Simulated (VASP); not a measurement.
Wanted: the native input for a VASP 6.6.1 run.

```
Task                   : single point
Functional             : PBE
Potentials or basis    : VASP PAW PBE potentials, release 64 (Te)
Cutoff                 : 520 eV
k mesh                 : 16 × 16 × 16
Occupations            : gaussian, width 0.1 eV
Spin                   : no spin polarisation
Dipole correction      : no
Further INCAR settings : ALGO = Fast; EDIFF = 1e-06; NBANDS = 9
```

The structure of Te lies in POSCAR:

```
Te
1.0
   -1.9406473614      1.9406473614      1.9406473614
    1.9406473614     -1.9406473614      1.9406473614
    1.9406473614      1.9406473614     -1.9406473614
Te
1
Direct
    0.0000000000      0.0000000000      0.0000000000
```

This isn't the form of Te at room conditions, which is trigonal, of chains.

The cell isn't the ideal one: Se replaced by Te, lengths x 1.090, strained and moved within the space group.

These files were run (other wordings do the same):

INCAR

```
PREC     = Accurate       # precision mode
ENCUT    = 520            # plane-wave cutoff, eV
EDIFF    = 1E-6           # SCF threshold, eV
ISMEAR   = 0              # smearing method
SIGMA    = 0.1            # smearing width, eV
LREAL    = F              # projectors in reciprocal space
LASPH    = T              # aspherical terms in the spheres
NELM     = 100            # most SCF steps
ALGO     = Fast           # electronic algorithm
ISIF     = 2              # what is computed and relaxed
LWAVE    = F              # write WAVECAR
LCHARG   = F              # write CHGCAR
GGA      = PE             # functional
NBANDS   = 9              # bands
```

KPOINTS

```
regular mesh
0
Gamma
  16 16 16
```

Potentials or basis: VASP PAW PBE potentials, release 64 (Te).

Launch:

```sh
$ cat potpaw_PBE.64/Te/POTCAR > POTCAR
$ mpirun -np 1 vasp_std > vasp.out
```

It gave:

The pressure is -1.4 GPa and the band gap on the k mesh is none (metal or under the smearing width).

Run time: 25 s on 1 thread of AMD EPYC 7R13 Processor (Zen 3), with other jobs on the host, peak memory 0.14 GiB.
